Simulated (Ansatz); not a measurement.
**Cu3N (Pm-3m): bands and what follows from them**

Aim: the bands of Cu3N (Pm-3m) near the Fermi level, with what follows from them: effective masses and transport coefficients.

Program: Ansatz 0.2.0. Level of theory: DFT PBEsol, scalar-relativistic, plane waves, PAW. These are calculated values, not measurements.

6 further runs of the same task are left out: 6 set aside as unsound or not needed.

## 1. The structure to begin with

Symmetry: Pm-3m, No. 221, cubic system. Conventional cell: a = 3.814 Å, b = 3.814 Å, c = 3.814 Å, α = 90.00°, β = 90.00°, γ = 90.00°. Cu (site symmetry 4/mmm) is surrounded by 2 N at 1.91 Å. N (site symmetry m-3m) is surrounded by 6 Cu at 1.91 Å.

Coordinates:

```cif
data_structure
_symmetry_space_group_name_H-M 'Pm-3m'
_symmetry_Int_Tables_number 221
_cell_length_a 3.8140
_cell_length_b 3.8140
_cell_length_c 3.8140
_cell_angle_alpha 90.000
_cell_angle_beta 90.000
_cell_angle_gamma 90.000
_cell_volume 55.48
loop_
_atom_site_label
_atom_site_type_symbol
_atom_site_symmetry_multiplicity
_atom_site_Wyckoff_symbol
_atom_site_fract_x
_atom_site_fract_y
_atom_site_fract_z
_atom_site_occupancy
Cu1 Cu 3 d 0.50000 0.00000 0.00000 1
N1 N 1 a 0.00000 0.00000 0.00000 1
```

The cell is the deposited one, not relaxed. At PBEsol, an earlier run found -4.73 GPa for this cell of 13.870 Å³/atom (10×10×10 mesh), mesh gap 0.14 eV. The cell is stretched at this level.

## 2. Bands on a fine mesh

input.yaml

```yaml
crystal:
  lattice:
    - [3.8139996071, 0.0, 0.0]
    - [0.0, 3.8139996071, 0.0]
    - [0.0, 0.0, 3.8139996071]
  atoms:
    - { symbol: Cu, position: [0.5, 0.0, 0.0] }
    - { symbol: Cu, position: [0.0, 0.5, 0.0] }
    - { symbol: Cu, position: [0.0, 0.0, 0.5] }
    - { symbol: "N", position: [0.0, 0.0, 0.0] }
basis:
  ecutwfc: 420
  ecutrho_ratio: 4
kpoints:
  mp_grid: { grid: [10, 10, 10] }
hamiltonian:
  xc: pbesol
scf:
  occupations: { method: gaussian, width: 0.05 }
output:
  forces: true
  stress: true
  eigenvalues: true
  eigenstates:
    nscf_kmesh: { grid: [12, 12, 12] }
    de_dk: true
    e_range: [-2.5, 2.643222192102]
  write_density: true
  write_potential: true
  elf: true
  volumetric_format: npy
```

Started as:

```sh
$ ansatz run input.yaml --threads 4 --pin off --max-ram 9216MiB --backend cpu --events-out ev --progress --plain --runs-dir out
```

What it wrote:

```text
Warning: RAYON_NUM_THREADS=4 ignored (pool sized by the plan → 4); use --threads N
Engine: ansatz 0.2.0, x86_64-unknown-linux-gnu
Pseudopotentials: kind: paw
Pseudopotential: Cu, paw, valence charge 19, recommended cutoff 420 eV (normal), Cu.paw.azcp
Pseudopotential: N, paw, valence charge 5, recommended cutoff 420 eV (normal), N.paw.azcp
Functional definition: PBEsol
  exchange = pbesol_x
  correlation = pbesol_c
Crystal: 4 atoms, lattice volume = 55.481 Å³
Basis set: ecut = 420 eV, 1045 PW (Γ), exchange–correlation on 54×54×54 points (8 copies of the dense FFT grid, shifted against one another)
Bands: 38, of which v1, the nominal top of the filled ones, is band 31 counted from 1 (30 counted from 0)
Symmetry: 48 space group operations
Space group: Pm-3m (ITA 221), of the structure as read, at distance tolerance 3.8e-5 Å
k-points: 56 of 1000
Non-local potential: Cu, projectors of the file, l = 0: 3, l = 1: 2, l = 2: 3, l = 3: 1
Non-local potential: N, projectors of the file, l = 0: 2, l = 1: 2, l = 2: 1
PAW form: soft (Blöchl's): semilocal exchange-correlation on the pseudo side does not see the compensation charge
PAW frozen core: Cu, regenerated for the run's functional, and the local potential with it (the file was generated under x = pbe(κ = 0.804, μ = 0.2195149727645171), c = pbe(β = 0.06672455060314922))
PAW frozen core: N, regenerated for the run's functional, and the local potential with it (the file was generated under x = pbe(κ = 0.804, μ = 0.2195149727645171), c = pbe(β = 0.06672455060314922))
PAW one-centre angular grid: Cu, 590 points (default); XC on 64 Gauss nodes
PAW one-centre angular grid: N, 110 points (default); XC on 64 Gauss nodes
Initial density: superposition of atomic densities (neutral atoms: chi_scale 0, normalization atom), corrected by the library's trained network
Initial wavefunctions: pseudopotential atomic-orbital guess
Functional: x = pbesol(κ = 0.804, μ = 0.12345679012345678), c = pbesol(β = 0.046)
SCF iter   1: F=—  HF=-20143.658483 eV  |F-HF|=—  |Δ(HF+E_count)|=         —  Δρ=1.43e-2  dr2=7.78e-2  ethr=1.77e-3  ⟨swp⟩=6.0  Hψ=7527  notcnv=0  defer=18
preconditioner: auto → Kerker (q_TF=auto, 2.779 Å⁻¹)  [metal: Δε(μ)=0.027 eV  Ē_g=9.571 eV  σ=0.050 eV  W_gap=0.30  n_scr=18 (ndim 8)  ℏωp=30.7 eV  f_vac=0.125  D(μ)=0.24/eV (n_scr^D=0)]
SCF iter   2: F=—  HF=-20143.647624 eV  |F-HF|=—  |Δ(HF+E_count)|=   1.09e-2  Δρ=8.04e-3  dr2=2.12e-2  ethr=1.26e-4  ⟨swp⟩=2.0  Hψ=3870  notcnv=0  defer=106
preconditioner: auto → Resta (q_TF=auto, 2.779 Å⁻¹)  ε∞=11.1  [insulator: Δε(μ)=0.170 eV  Ē_g=9.674 eV  σ=0.050 eV  W_gap=0.98  n_scr=18 (ndim 8)  ℏωp=30.7 eV  f_vac=0.123  D(μ)=0.01/eV (n_scr^D=0)  ε∞_Penn≈11.1]
SCF iter   3: F=—  HF=-20143.640375 eV  |F-HF|=—  |Δ(HF+E_count)|=   7.25e-3  Δρ=2.50e-3  dr2=2.95e-3  ethr=3.42e-5  ⟨swp⟩=2.3  Hψ=3489  notcnv=0  defer=106
SCF iter   4: F=—  HF=-20143.639899 eV  |F-HF|=—  |Δ(HF+E_count)|=   4.75e-4  Δρ=7.46e-4  dr2=4.13e-4  ethr=4.75e-6  ⟨swp⟩=1.7  Hψ=2504  notcnv=0  defer=106
SCF iter   5: F=—  HF=-20143.639838 eV  |F-HF|=—  |Δ(HF+E_count)|=   6.18e-5  Δρ=3.06e-4  dr2=4.71e-5  ethr=6.66e-7  ⟨swp⟩=2.4  Hψ=2774  notcnv=0  defer=106
SCF iter   6: F=—  HF=-20143.639856 eV  |F-HF|=—  |Δ(HF+E_count)|=   1.89e-5  Δρ=7.91e-5  dr2=4.98e-6  ethr=7.60e-8  ⟨swp⟩=2.0  Hψ=2888  notcnv=0  defer=106
SCF iter   7: F=—  HF=-20143.639855 eV  |F-HF|=—  |Δ(HF+E_count)|=   1.71e-6  Δρ=4.50e-5  dr2=1.17e-6  ethr=8.04e-9  ⟨swp⟩=1.1  Hψ=2027  notcnv=0  defer=106
SCF iter   8: F=—  HF=-20143.639855 eV  |F-HF|=—  |Δ(HF+E_count)|=   9.00e-8  Δρ=7.79e-6  dr2=3.27e-8  ethr=1.89e-9  ⟨swp⟩=2.1  Hψ=2504  notcnv=0  defer=106
SCF iter   9: F=—  HF=-20143.639855 eV  |F-HF|=—  |Δ(HF+E_count)|=   3.79e-8  Δρ=2.88e-6  dr2=4.26e-9  ethr=5.27e-11  ⟨swp⟩=2.0  Hψ=2507  notcnv=0  defer=106
SCF iter  10: F=—  HF=-20143.639855 eV  |F-HF|=—  |Δ(HF+E_count)|=   3.65e-9  Δρ=4.53e-7  dr2=9.32e-11  ethr=6.86e-12  ⟨swp⟩=2.0  Hψ=2595  notcnv=0  defer=106
SCF iter  11: F=—  HF=-20143.639855 eV  |F-HF|=—  |Δ(HF+E_count)|=  1.24e-10  Δρ=5.71e-7  dr2=1.04e-10  ethr=1.00e-12  ⟨swp⟩=10.0  Hψ=11099  notcnv=0
SCF iter  12: F=-20143.639855 eV  HF=-20143.639855 eV  |F-HF|=1.46e-11  |Δ(HF+E_count)|=  2.55e-11  Δρ=1.48e-7  dr2=7.19e-12  ethr=1.00e-12  ⟨swp⟩=4.3  Hψ=10271  notcnv=0
SCF 1 converged in 12 iterations: F = -20143.639855 eV  dr2 = 7.19e-12
NSCF: frozen V_eff on 84 k-points
SCF converged after 12 iterations
Free energy (F): -20143.639855 eV
Harris-Foulkes:  -20143.639855 eV  (|F-HF|=1.46e-11)
Internal energy: -20143.639831 eV  (E = F + TS)
E sigma→0 (E₀):  -20143.639843 eV
Entropy (-TS):   -0.000024 eV (-0.006 meV/atom)
Fermi energy:    11.082425 eV
--- Per-component energies (eV) ---
  E_band       = -1395.762237
  E_kinetic    = 1027.257068
  E_local      = -15447.637711  (includes V_loc(G=0)·N_el)
  E_nonlocal   = 1232.122844
  E_hartree    = 6795.809602
  E_xc         = -322.408207
  E_vxc        = -416.658375  (∫ρ·V_xc dr)
  E_paw        = -5009.849708  (= ΣΔE_a)
  E_vpaw       = -1382.465744  (= ΣTr[D̂ρ^β])
  E_aug_tail   = 0.000865  (compensation charges beyond the density's cutoff)
  E_ewald      = -8419.581290
  E_core_change = 0.646705  (= ΣΔE_core)
  E_smearing   = -0.000024  (= −TS)
  E_closure    = -0.000000  (closes the sum)
  Σ components = -20143.639855   (vs F -20143.639855, Δ=0.00e0)
--- Forces (eV/Å), atoms counted from 1 ---
  atom   1  Cu    -0.00000000    -0.00000000     0.00000000
  atom   2  Cu     0.00000000     0.00000000     0.00000000
  atom   3  Cu     0.00000000     0.00000000     0.00000000
  atom   4  N     -0.00000000     0.00000000     0.00000000
  max |Σ_I F_I| component: 7.02e-29 eV/Å
--- Stress (GPa, compression-positive) ---
       -4.728812       0.000000       0.000000
        0.000000      -4.728812       0.000000
        0.000000       0.000000      -4.728812
  P = ⅓ Tr σ = -4.7288 GPa (-47.288 kbar)
--- Band table (eV; the first three rows and the last of 56) ---
  k-point 0: bands = ["-101.2500", "-101.2433", "-101.2433", "-58.9891", "-58.9891", "-58.9891", "-58.6855", "-58.6855", "-58.6855", "-58.6818", "-58.6818", "-58.6818", "-5.8497", "5.7150", "6.1594", "6.1594", "6.1594", "7.1314", "7.1314", "7.1314", "7.5592", "7.5592", "8.4414", "8.4414", "8.6846", "8.6846", "8.6846", "9.2059", "9.2059", "9.2059", "9.2555", "11.9945", "16.2253", "16.2253", "17.5407", "17.5407", "17.5407", "23.1542"]
  k-point 1: bands = ["-101.2499", "-101.2435", "-101.2434", "-58.9891", "-58.9891", "-58.9890", "-58.6857", "-58.6854", "-58.6854", "-58.6819", "-58.6819", "-58.6818", "-5.8122", "5.5515", "6.0214", "6.0487", "6.0487", "7.1420", "7.2415", "7.2415", "7.5667", "7.6019", "8.4424", "8.5995", "8.6736", "8.6853", "8.6853", "9.2059", "9.2305", "9.2329", "9.2329", "12.1106", "15.7108", "16.2849", "17.5887", "17.5887", "18.1228", "22.5465"]
  k-point 2: bands = ["-101.2495", "-101.2439", "-101.2434", "-58.9889", "-58.9889", "-58.9887", "-58.6861", "-58.6853", "-58.6853", "-58.6823", "-58.6823", "-58.6819", "-5.7107", "4.8656", "5.8323", "5.8323", "6.1601", "7.1703", "7.4488", "7.4488", "7.5708", "7.7224", "8.4444", "8.6442", "8.6874", "8.6874", "8.7777", "9.1572", "9.2060", "9.3144", "9.3144", "12.3705", "14.9824", "16.4694", "17.7214", "17.7214", "19.1680", "21.3299"]
  k-point 55: bands = ["-101.2456", "-101.2456", "-101.2456", "-59.0262", "-58.9687", "-58.9687", "-58.7008", "-58.7008", "-58.7008", "-58.6682", "-58.6682", "-58.6682", "-4.5184", "3.1689", "3.1689", "3.1689", "7.4054", "7.9981", "7.9981", "7.9981", "8.0440", "8.0440", "8.0440", "8.8789", "8.8789", "9.1682", "9.1682", "9.1682", "11.0109", "11.0109", "11.0109", "11.7476", "11.7476", "11.7476", "17.0735", "18.9677", "18.9677", "18.9677"]
--- Fermi surface from the table of eigenstates not read: on its mesh, or on one of the eight of every second point, the electrons fill whole bands (an insulator's do; a metal wants a denser output.eigenstates.nscf_kmesh) ---
```

Wall time 3.6 s (4 threads of Intel Xeon Platinum 8375C at 2.90GHz (Ice Lake), shared host); peak memory 0.49 GiB.

In short: volume 13.870 Å³/atom, pressure -4.73 GPa, mesh gap 0.14 eV.

Density in a lattice plane of the grid's cell (edges 3.81 and 3.81 Å, at 0.000 of the third edge), which holds Cu and N.

Ten even steps from ' ' (0.05 e/Å³) to '@' (70.12 e/Å³):
```
                  ..::++##++::..                
                    ..::::::..                  
                                                
                                                
                                                
                                                
                                                
::::..                                      ..::
**++::..                                  ..::++
@@##==..                                  ..==##
**++::..                                  ..::++
::::..                                      ..::
                                                
                                                
                                                
                                                
                                                
                    ..::::::..                  
                  ..::++##++::..                
                  ..==##@@##==..                
```
Columns run along the first of these edges and rows up along the second, over one cell in 24 and 20 even steps from the bottom left corner. Atoms in the plane (fractional): Cu at (0.50, 0.00), Cu at (0.00, 0.50), N at (0.00, 0.00).

ELF in the same plane.

Ten even steps from ' ' (0.00) to '@' (0.92):
```
..--++##%%**--..::--**%%@@%%**--::..--**%%##++--
****##%%##++::....::==++++++==::....::++##%%##**
%%%%%%%%**==::....::::::--::::::....::==**%%%%%%
####****==--::......::::::::::......::--==****##
----::::::::::......................::::::::::--
................................................
::::::..................::..................::::
**++==::::..............................::::==++
@@%%**==::::..........................::::==**%%
@@@@##==::::..........................::::==##@@
@@%%**==::::..........................::::==**%%
**++==::::..............................::::==++
::::::..................::..................::::
................................................
----::::::::::......................::::::::::--
####****==--::......::::::::::......::--==****##
%%%%%%%%**==::....::::::--::::::....::==**%%%%%%
****##%%##++::....::==++++++==::....::++##%%##**
..--++##%%**--..::--**%%@@%%**--::..--**%%##++--
  ..==##%%**--..::==##@@@@@@##==::..--**%%##==..
```
Columns run along the first of these edges and rows up along the second, over one cell in 24 and 20 even steps from the bottom left corner. Atoms in the plane (fractional): Cu at (0.50, 0.00), Cu at (0.00, 0.50), N at (0.00, 0.00).

Both are smooth fields of the valence electrons: close to the nuclei they are not physical.

The highest ELF values outside the cores: 0.80 in the shell around N, 0.6 Å from N.

[end of part 1 of 2]
